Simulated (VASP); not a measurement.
**NaF in VASP 6.6.1, single-point calculation**

INCAR

```
PREC = Accurate
NELM = 70
ENCUT = 600
LCHARG = .FALSE.
SIGMA = 0.02
EDIFF = 1E-8
NSW = 0
IBRION = -1
MAXMIX = 5
LWAVE = .FALSE.
LASPH = .TRUE.
ISMEAR = -1
ISIF = 2
NBANDS = 14
LREAL = .FALSE.
GGA = PE
```

KPOINTS

```
KPOINTS created by Atomic Simulation Environment
0
Gamma
8 8 8
0 0 0
```

POSCAR

```
Na F
 1.0000000000000000
     0.0302683881000000    2.5395077740000001    2.5395077740000001
     2.5395077740000001    0.0302683881000000    2.5395077740000001
     2.5395077740000001    2.5395077740000001    0.0302683881000000
 Na  F
   1   1
Cartesian
  0.0071472626019380  0.0071472626019380  0.0071472626019380
  1.2701737214230620  1.2701737214230620  1.2701737214230620
```

The recommended PBE PAW datasets give the neutral cell 14 valence electrons.

Command

```
mpirun -np 1 vasp_std
```

Problem. Predict the outcome of this run.

Solution. It converged. Results: gap between bands v and c on the k mesh 5.63 eV; least direct gap on the k mesh 5.63 eV; pressure 2.2 GPa. Band v is the last that the valence electrons fill when counted band by band, and c is the next.

OSZICAR

```
N       E                     dE             d eps       ncg     rms          rms(c)
DAV:   1     0.118617939658E+03    0.11862E+03   -0.82305E+03  1844   0.125E+03
DAV:   2    -0.251175653683E+01   -0.12113E+03   -0.11189E+03  1958   0.347E+02
DAV:   3    -0.949409393727E+01   -0.69823E+01   -0.69668E+01  2300   0.768E+01
DAV:   4    -0.956364725277E+01   -0.69553E-01   -0.69549E-01  2048   0.830E+00
DAV:   5    -0.956450810052E+01   -0.86085E-03   -0.86084E-03  2306   0.917E-01    0.604E+00
DAV:   6    -0.838547529134E+01    0.11790E+01   -0.41755E+00  2598   0.167E+01    0.207E+00
DAV:   7    -0.836880214768E+01    0.16673E-01   -0.39187E-02  1880   0.206E+00    0.120E+00
DAV:   8    -0.837909071495E+01   -0.10289E-01   -0.44221E-02  1946   0.332E+00    0.213E-01
DAV:   9    -0.838174258937E+01   -0.26519E-02   -0.96107E-03  2174   0.107E+00    0.202E-01
DAV:  10    -0.838127423716E+01    0.46835E-03   -0.37767E-03  2066   0.807E-01    0.194E-02
DAV:  11    -0.838127976481E+01   -0.55277E-05   -0.85161E-05  2114   0.961E-02    0.100E-02
DAV:  12    -0.838128285443E+01   -0.30896E-05   -0.63878E-06  2126   0.220E-02    0.687E-03
DAV:  13    -0.838128432220E+01   -0.14678E-05   -0.71232E-06  1952   0.225E-02    0.646E-03
DAV:  14    -0.838128410879E+01    0.21341E-06   -0.18785E-06  1928   0.152E-02    0.473E-04
DAV:  15    -0.838128419786E+01   -0.89074E-07   -0.12810E-07  2036   0.275E-03    0.195E-04
DAV:  16    -0.838128419522E+01    0.26434E-08   -0.18927E-09  2288   0.385E-04
   1 F= -.83812842E+01 E0= -.83812842E+01  d E =-.392927E-12
```

Standard output (part)

```
POSCAR found type information on POSCAR NaF
 POSCAR found :  2 types and       2 ions
 LDA part: xc-table for (Slater+PW92), standard interpolation
 POSCAR, INCAR and KPOINTS ok, starting setup
 WAVECAR not read
 entering main loop
```

For comparison, a separate PBE run of the intended cell, on usual settings and not on those above, gives a gap of 5.63 eV on its mesh and a pressure of 2.3 GPa.
